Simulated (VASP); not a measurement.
# FeO (I4/mmm) in VASP: further runs

Runs on FeO. Level: PBE. Tasks: single point.

All numbers are computed with VASP 6.6.1; they aren't measurements. Logs are shortened: lines on timing, memory, paths and dates and some standing lists are left out, and cuts for length are marked.

**1. Starting point**

Symmetry: I4/mmm, No. 139, tetragonal system. Conventional cell: a = 3.204 Å, b = 3.204 Å, c = 4.167 Å, α = 90.00°, β = 90.00°, γ = 90.00°. Fe (site symmetry 4/mmm) has 6 O at 2.08 to 2.27 Å as nearest neighbours. Around O (site symmetry 4/mmm) lie 6 Fe at 2.08 to 2.27 Å.

The cell comes from a database or a generator and needn't be the stable form of this composition.

**2. Single point, PBE, collinear spin, ferromagnetic start**

INCAR

```
SYSTEM = FeO
PREC     = Accurate       ! precision mode
ENCUT    = 400            ! plane-wave cutoff, eV
EDIFF    = 1E-6           ! SCF threshold, eV
ISMEAR   = 0              ! smearing method
SIGMA    = 0.01           ! smearing width, eV
LREAL    = .FALSE.        ! projectors in reciprocal space
LASPH    = .TRUE.         ! aspherical terms in the spheres
NELM     = 100            ! most SCF steps
ALGO     = Normal         ! electronic algorithm
ISIF     = 2              ! what is computed and relaxed
LWAVE    = .FALSE.        ! write WAVECAR
LCHARG   = .FALSE.        ! write CHGCAR
ISPIN    = 2              ! spin polarisation
MAGMOM   = 3 0            ! initial moments
LORBIT   = 11             ! projections on sites
LMAXMIX  = 4              ! l up to which the mixer works
GGA      = PE             ! functional
ADDGRID  = .FALSE.
```

KPOINTS

```
Automatic mesh
0
G
  5 5 5
  0 0 0
```

POSCAR

```
FeO
1.0
   -1.6021034130      1.6021034130      2.0833922500
    1.6021034130     -1.6021034130      2.0833922500
    1.6021034130      1.6021034130     -2.0833922500
Fe O
1 1
Direct
    0.0000000000      0.0000000000      0.0000000000
    0.5000000000      0.5000000000      0.0000000000
```

Potentials or basis: VASP PAW PBE potentials, release 64 (Fe, O).

Launch:

```bash
> cat potpaw_PBE.64/Fe/POTCAR potpaw_PBE.64/O/POTCAR > POTCAR
> mpirun -np 1 vasp_std > vasp.out
```

OUTCAR:

```text
SYSTEM = FeO
   PREC = Accurate
   ENCUT = 400
   EDIFF = 1E-6
   ISMEAR = 0
   LREAL = .FALSE.
   LASPH = .TRUE.
   NELM = 100
   ISIF = 2
   ISPIN = 2
   LORBIT = 11
   GGA = PE

 Found     18 irreducible k-points:

 Following reciprocal coordinates:
            Coordinates               Weight
  0.000000  0.000000  0.000000      1.000000
  0.200000  0.000000 -0.000000      8.000000
  0.400000  0.000000 -0.000000      8.000000
  0.200000  0.200000 -0.000000      8.000000
  0.400000  0.200000 -0.000000     16.000000
 -0.400000  0.200000  0.000000     16.000000
   k-points           NKPTS =     18   k-points in BZ     NKDIM =     18   number of bands    NBANDS=     13
   number of dos      NEDOS =    301   number of ions     NIONS =      2
   total plane-waves  NPLWV =   8000
   dimension x,y,z NGX =    20 NGY =   20 NGZ =   20
   dimension x,y,z NGXF=    40 NGYF=   40 NGZF=   40
   ions per type =               1   1
   NGX,Y,Z   is equivalent  to a cutoff of  10.80, 10.80, 10.80 a.u.
   NGXF,Y,Z  is equivalent  to a cutoff of  21.60, 21.60, 21.60 a.u.
 SYSTEM =  FeO
   PREC   = accura    normal or accurate (medium, high low for compatibility)
   ISTART =      0    job   : 0-new  1-cont  2-samecut
   ICHARG =      2    charge: 1-file 2-atom 10-const
   ISPIN  =      2    spin polarized calculation?
   LNONCOLLINEAR =      F non collinear calculations
   LSORBIT =      F    spin-orbit coupling
   LASPH  =      T    aspherical Exc in radial PAW
   ENCUT  =  400.0 eV  29.40 Ry    5.42 a.u.   5.02  5.02  5.02*2*pi/ulx,y,z
   NELM   =    100;   NELMIN=  2; NELMDL= -5     # of ELM steps
   EDIFF  = 0.1E-05   stopping-criterion for ELM
   LREAL  =      F    real-space projection
   EDIFFG = 0.1E-04   stopping-criterion for IOM
   NSW    =      0    number of steps for IOM
   IBRION =     -1    ionic relax: 0-MD 1-quasi-New 2-CG
   NFREE  =      0    steps in history (QN), initial steepest desc. (CG)
   ISIF   =      2    stress and relaxation
   ISYM   =      2    0-nonsym 1-usesym 2-fastsym
   POTIM  = 0.5000    time-step for ionic-motion
   TEBEG  =    0.0;   TEEND  =   0.0 temperature during run
   PSTRESS=    0.0 pullay stress
   NELECT =      14.0000    total number of electrons
   NUPDOWN=      -1.0000    fix difference up-down
   EMIN   =  10.00;   EMAX   =-10.00  energy-range for DOS
   EFERMI =   0.00;   METHOD = LEGACY
   ISMEAR =     0;   SIGMA  =   0.01  broadening in eV -4-tet -1-fermi 0-gaus
   EFERMI_NEDOS =   21; number of points for ismear=-14 and -15
   IALGO  =     38    algorithm
   IMIX   =      4    mixing-type and parameters
     AMIX     =   0.40;   BMIX     =  1.00
     AMIX_MAG =   1.60;   BMIX_MAG =  1.00
  volume/ion in A,a.u.               =      10.70        72.17
  Fermi-wavevector in a.u.,A,eV,Ry     =   1.421391  2.686039 27.488551  2.020352
  Thomas-Fermi vector in A             =   2.542205
   LORBIT       =     11    0 simple, 1 ext, 2 COOP (PROOUT), +10 PAW based schemes
   GGA     = PE    functional components
   LHFCALC =     F    Hartree Fock is set to
   AEXX    =    0.0000 exact exchange contribution
   IVDW    =     0    specifies the selected vdW correction
   LEPSILON=     F    determine dielectric tensor
   LRPA    =     F    only Hartree local field effects (RPA)
 spin polarized calculation
 Gauss-broadening in eV      SIGMA  =   0.01
[... 33 lines left out ...]
      7       1.8894      1.00000
      8       1.9600      1.00000
      9       1.9600      1.00000
     10       5.3718      1.00000
     11      20.8229      0.00000
     12      22.0421      0.00000
     13      22.0421      0.00000
[... 66 lines left out ...]
  band No.  band energies     occupation
      1     -13.9622      1.00000
      2      -1.7174      1.00000
      3      -0.4371      1.00000
      4      -0.0228      1.00000
      5       1.7902      1.00000
      6       2.3750      1.00000
      7       2.7212      1.00000
      8       3.5102      1.00000
      9       3.9640      1.00000
     10       9.9678      0.00000
     11      14.3246      0.00000
     12      15.9553      0.00000
     13      19.3532      0.00000

 [... further k-points ...]

 spin component 2

 k-point     1 :       0.0000    0.0000    0.0000
  band No.  band energies     occupation
      1     -14.2295      1.00000
      2       2.2183      1.00000
      3       2.5409      1.00000
      4       2.5409      1.00000
      5       4.7636      1.00000
      6       4.7637      1.00000
      7       5.0130      1.00000
      8       5.2660      1.00000
      9       5.5942      0.00000
     10       6.6221      0.00000
     11      20.7737      0.00000
     12      22.8721      0.00000
     13      22.9516      0.00000
[... 66 lines left out ...]
  band No.  band energies     occupation
      1     -13.4115      1.00000
      2      -0.9290      1.00000
      3       0.7016      1.00000
      4       1.2398      1.00000
      5       4.7973      1.00000
      6       5.8182      0.00000
      7       5.9885      0.00000
      8       6.6503      0.00000
      9       7.2662      0.00000
     10      10.9053      0.00000
     11      15.3563      0.00000
     12      16.9196      0.00000
     13      20.2499      0.00000

 [... further k-points ...]

------------------------ aborting loop because EDIFF is reached ----------------------------------------

  FORCE on cell =-STRESS in cart. coord.  units (eV):
  Direction    XX          YY          ZZ          XY          YZ          ZX
  --------------------------------------------------------------------------------------
  -------------------------------------------------------------------------------------
  Total       -2.0697432     -2.0697432     -1.3511802      0.0000000      0.0000000      0.0000000
  in kB     -155.0297024   -155.0297024   -101.2072770      0.0000000      0.0000000      0.0000000
  external PRESSURE =    -137.0888939 kB  Pullay stress =       0.0000000 kB

 VOLUME and BASIS-vectors are now :
 -----------------------------------------------------------------------------
  energy-cutoff  :      400.00
  volume of cell :       21.39
      direct lattice vectors                 reciprocal lattice vectors
    -1.602103413  1.602103413  2.083392250     0.000000000  0.312089717  0.239993213
     1.602103413 -1.602103413  2.083392250     0.312089717  0.000000000  0.239993213
     1.602103413  1.602103413 -2.083392250     0.312089717  0.312089717  0.000000000

 POSITION                                       TOTAL-FORCE (eV/Angst)
 -----------------------------------------------------------------------------------
      0.00000      0.00000      0.00000        -0.000000     -0.000000      0.000000
      0.00000      0.00000      2.08339         0.000000      0.000000     -0.000000
 -----------------------------------------------------------------------------------
    total drift:                               -0.000000     -0.000000      0.000000

  FREE ENERGIE OF THE ION-ELECTRON SYSTEM (eV)
  ---------------------------------------------------
  free  energy   TOTEN  =       -14.8896562075 eV

  energy  without entropy=      -14.8896562075  energy(sigma->0) =      -14.88965621

 total charge

# of ion       s       p       d       tot
------------------------------------------
    1        0.281   0.326   6.046   6.652
    2        1.584   3.421   0.000   5.005
--------------------------------------------------
tot          1.865   3.746   6.046  11.657

 magnetization (x)

# of ion       s       p       d       tot
------------------------------------------
    1        0.032   0.019   3.576   3.627
    2        0.029   0.272   0.000   0.301
--------------------------------------------------
tot          0.060   0.291   3.576   3.928
```

stdout:

```text
POSCAR found type information on POSCAR FeO
 POSCAR found :  2 types and       2 ions
 scaLAPACK will be used
 LDA part: xc-table for (Slater+PW92), standard interpolation
 POSCAR, INCAR and KPOINTS ok, starting setup
 FFT: planning ... GRIDC
 FFT: planning ... GRID_SOFT
 FFT: planning ... GRID
 WAVECAR not read
 entering main loop
```

Wall time 9.7 s (1 thread of Intel Xeon Platinum 8488C (Sapphire Rapids), shared host); peak memory 0.13 GiB.

The run converged, but some of its settings lie outside the range that counts as converged, so its numbers aren't taken as properties of the crystal.

Results:

```yaml
Free_energy: -14.8897 eV
Band_gap_on_the_k_mesh: none (metal or under the smearing width)
Net_moment: 4.02 μB per cell
Site_moments: Fe +3.63; O +0.30 μB
Valence_electrons_inside_the_program's_atomic_spheres: Fe 6.65; O 5.00
```

Caveat: the k mesh is coarse (spacing up to 0.55 Å⁻¹), so the values aren't converged; the cutoff is under 1.25 times the usual one of these potentials, so pressure, stress and relaxed cells hold a basis-set (Pulay) error; a cell with one magnetic atom can't hold antiferromagnetic order, which such compounds often take; semilocal functionals often make such compounds metallic where correlation or magnetic order opens a gap, which also shifts bond lengths.

**3. Single point, PBE, collinear spin, ferromagnetic start**

Changes to INCAR since step 2:

```diff
@@ -1,3 +1,3 @@
 SYSTEM = FeO
-PREC     = Accurate       ! precision mode
+PREC     = Low            ! precision mode
 ENCUT    = 400            ! plane-wave cutoff, eV
@@ -5,3 +5,3 @@
 ISMEAR   = 0              ! smearing method
-SIGMA    = 0.01           ! smearing width, eV
+SIGMA    = 0.05           ! smearing width, eV
 LREAL    = .FALSE.        ! projectors in reciprocal space
```

KPOINTS is that of step 2.

POSCAR is that of step 2.

Potentials or basis: VASP PAW PBE potentials, release 64 (Fe, O).

Launch:

```bash
> cat potpaw_PBE.64/Fe/POTCAR potpaw_PBE.64/O/POTCAR > POTCAR
> mpirun -np 1 vasp_std > vasp.out
```

OUTCAR:

```text
SYSTEM = FeO
   PREC = Low
   ENCUT = 400
   EDIFF = 1E-6
   ISMEAR = 0
   LREAL = .FALSE.
   LASPH = .TRUE.
   NELM = 100
   ISIF = 2
   ISPIN = 2
   LORBIT = 11
   GGA = PE

 Found     18 irreducible k-points:

 Following reciprocal coordinates:
            Coordinates               Weight
  0.000000  0.000000  0.000000      1.000000
  0.200000  0.000000 -0.000000      8.000000
  0.400000  0.000000 -0.000000      8.000000
  0.200000  0.200000 -0.000000      8.000000
  0.400000  0.200000 -0.000000     16.000000
 -0.400000  0.200000  0.000000     16.000000
[... 283 lines left out ...]

 VOLUME and BASIS-vectors are now :
 -----------------------------------------------------------------------------
  energy-cutoff  :      400.00
  volume of cell :       21.39
      direct lattice vectors                 reciprocal lattice vectors
    -1.602103413  1.602103413  2.083392250     0.000000000  0.312089717  0.239993213
     1.602103413 -1.602103413  2.083392250     0.312089717  0.000000000  0.239993213
     1.602103413  1.602103413 -2.083392250     0.312089717  0.312089717  0.000000000

 POSITION                                       TOTAL-FORCE (eV/Angst)
 -----------------------------------------------------------------------------------
      0.00000      0.00000      0.00000         0.000000      0.000000      0.000000
      0.00000      0.00000      2.08339        -0.000000     -0.000000     -0.000000
 -----------------------------------------------------------------------------------
    total drift:                                0.000000      0.000000      0.000000

  FREE ENERGIE OF THE ION-ELECTRON SYSTEM (eV)
  ---------------------------------------------------
  free  energy   TOTEN  =       -14.8948956200 eV

  energy  without entropy=      -14.8942608945  energy(sigma->0) =      -14.89457826

 total charge

# of ion       s       p       d       tot
------------------------------------------
    1        0.281   0.326   6.046   6.652
    2        1.584   3.421   0.000   5.005
--------------------------------------------------
tot          1.865   3.746   6.046  11.657

 magnetization (x)

# of ion       s       p       d       tot
------------------------------------------
    1        0.032   0.019   3.576   3.627
    2        0.029   0.272   0.000   0.301
--------------------------------------------------
tot          0.060   0.291   3.576   3.928
```

Wall time 5.3 s (1 thread of Intel Xeon Platinum 8488C (Sapphire Rapids), shared host); peak memory 0.11 GiB.

These settings aren't checked as converged: the numbers below hold their error.

What came out:

```
Free energy                                           : -14.8949 eV
Band gap on the k mesh                                : none (metal or under the smearing width)
Net moment                                            : 4.02 μB per cell
Site moments                                          : Fe +3.63; O +0.30 μB
Valence electrons inside the program's atomic spheres : Fe 6.65; O 5.00
```

Caveat: the k mesh is coarse (spacing up to 0.55 Å⁻¹), so the values aren't converged; the cutoff is under 1.25 times the usual one of these potentials, so pressure, stress and relaxed cells hold a basis-set (Pulay) error; a cell with one magnetic atom can't hold antiferromagnetic order, which such compounds often take; semilocal functionals often make such compounds metallic where correlation or magnetic order opens a gap, which also shifts bond lengths.

**4. Single point, PBE, collinear spin, ferromagnetic start**

Changes to INCAR since step 3:

```diff
@@ -1,3 +1,3 @@
 SYSTEM = FeO
-PREC     = Low            ! precision mode
+PREC     = Normal         ! precision mode
 ENCUT    = 400            ! plane-wave cutoff, eV
```

KPOINTS is that of step 3.

POSCAR is that of step 3.

Launch:

```bash
> cat potpaw_PBE.64/Fe/POTCAR potpaw_PBE.64/O/POTCAR > POTCAR
> mpirun -np 1 vasp_std > vasp.out
```

Run time: 7.1 s. Hardware: 1 thread of Intel Xeon Platinum 8488C (Sapphire Rapids), shared host; peak memory 0.12 GiB.

The run converged, but some of its settings lie outside the range that counts as converged, so its numbers aren't taken as properties of the crystal.

What came out:

```
Free energy                                           : -14.8909 eV
Band gap on the k mesh                                : none (metal or under the smearing width)
Net moment                                            : 4.02 μB per cell
Site moments                                          : Fe +3.63; O +0.30 μB
Valence electrons inside the program's atomic spheres : Fe 6.65; O 5.00
```

Caveat: the k mesh is coarse (spacing up to 0.55 Å⁻¹), so the values aren't converged; the cutoff is under 1.25 times the usual one of these potentials, so pressure, stress and relaxed cells hold a basis-set (Pulay) error; a cell with one magnetic atom can't hold antiferromagnetic order, which such compounds often take; semilocal functionals often make such compounds metallic where correlation or magnetic order opens a gap, which also shifts bond lengths.

**5. Single point, PBE, collinear spin, ferromagnetic start**

Changes to INCAR since step 4:

```diff
@@ -1,3 +1,3 @@
 SYSTEM = FeO
-PREC     = Normal         ! precision mode
+PREC     = Accurate       ! precision mode
 ENCUT    = 400            ! plane-wave cutoff, eV
@@ -6,3 +6,3 @@
 SIGMA    = 0.05           ! smearing width, eV
-LREAL    = .FALSE.        ! projectors in reciprocal space
+LREAL    = Auto         
 LASPH    = .TRUE.         ! aspherical terms in the spheres
```

KPOINTS is that of step 4.

POSCAR is that of step 4.

Launch:

```bash
> cat potpaw_PBE.64/Fe/POTCAR potpaw_PBE.64/O/POTCAR > POTCAR
> mpirun -np 1 vasp_std > vasp.out
```

It took 18 s on 1 thread of Intel Xeon Platinum 8488C (Sapphire Rapids), shared host; peak memory 0.13 GiB.

These settings aren't checked as converged: the numbers below hold their error.

What came out:

```
Free energy                                           : -14.8903 eV
Band gap on the k mesh                                : none (metal or under the smearing width)
Net moment                                            : 4.02 μB per cell
Site moments                                          : Fe +3.63; O +0.30 μB
Valence electrons inside the program's atomic spheres : Fe 6.65; O 5.00
```

Caveat: the k mesh is coarse (spacing up to 0.55 Å⁻¹), so the values aren't converged; the cutoff is under 1.25 times the usual one of these potentials, so pressure, stress and relaxed cells hold a basis-set (Pulay) error; a cell with one magnetic atom can't hold antiferromagnetic order, which such compounds often take; semilocal functionals often make such compounds metallic where correlation or magnetic order opens a gap, which also shifts bond lengths.

**6. For comparison**

An earlier run on the cell as given: functional PBE; potentials or basis VASP PAW PBE potentials, release 64 (Fe, O); cutoff 520 eV; k mesh 12 × 12 × 12; occupations fermi-dirac, width 0.05 eV; collinear spin, ferromagnetic start; starting moments [3.0, 0.0] μB.

* Pressure: -8.7 GPa
* Band gap on the k mesh: none (metal or under the smearing width)
* Net moment: 4.00 μB per cell
* Site moments: Fe +3.62; O +0.29 μB
* Valence electrons inside the program's atomic spheres: Fe 6.66; O 4.97
